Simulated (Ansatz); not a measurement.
## ScAl$_{3}$: pressure against volume

ScAl$_{3}$, Pm-3m, a = 4.086 Å. The structure is a Materials Project entry; whether it is the stable form wasn't checked. Ansatz: r2SCAN, PAW, 500 eV, Γ-centred 10×10×10 mesh on 4 atoms, Gaussian smearing 0.10 eV; no spin polarisation. Symmetry fixes shape and atoms, so the cell is only scaled; pressure is positive in compression.

```tsv
V (Å³/atom)	P (GPa)
15.003	15.46
15.514	10.68
16.026	6.58
16.537	3.04
17.049	0.00
17.560	-2.62
18.071	?
18.753	-7.35
```

Task: Take V0 = 17.049 Å³/atom, fit the third-order Birch–Murnaghan form to the other rows, and predict the missing pressure.

Result: With the Eulerian strain f = ½[(V0/V)^(2/3) − 1] and y = P/[3f(1 + 2f)^(5/2)], the form is the line y = B0 + 1.5 B0 (B0′ − 4) f. Rows (f, y): 0.04448, 93.6; 0.03246, 93.7; 0.02106, 93.9; 0.01027, 93.8; -0.00975, 94.1; -0.03077, 93.3. Means f = 0.01129, y = 93.733; Σ(Δf)² = 0.003858, ΣΔfΔy = 0.006941; the slope is their ratio. y = 93.71 + 1.799 f GPa, so B0 = 93.7 GPa and B0′ = 4 + 2 × (1.799)/(3 × 93.71) = 4.01. At V = 18.071, f = -0.01903, y = 93.68 and P = -4.85 GPa. The run gave -4.86 GPa, so the fit is 0.01 GPa too high, within the rms miss on the fitted rows (0.02 GPa).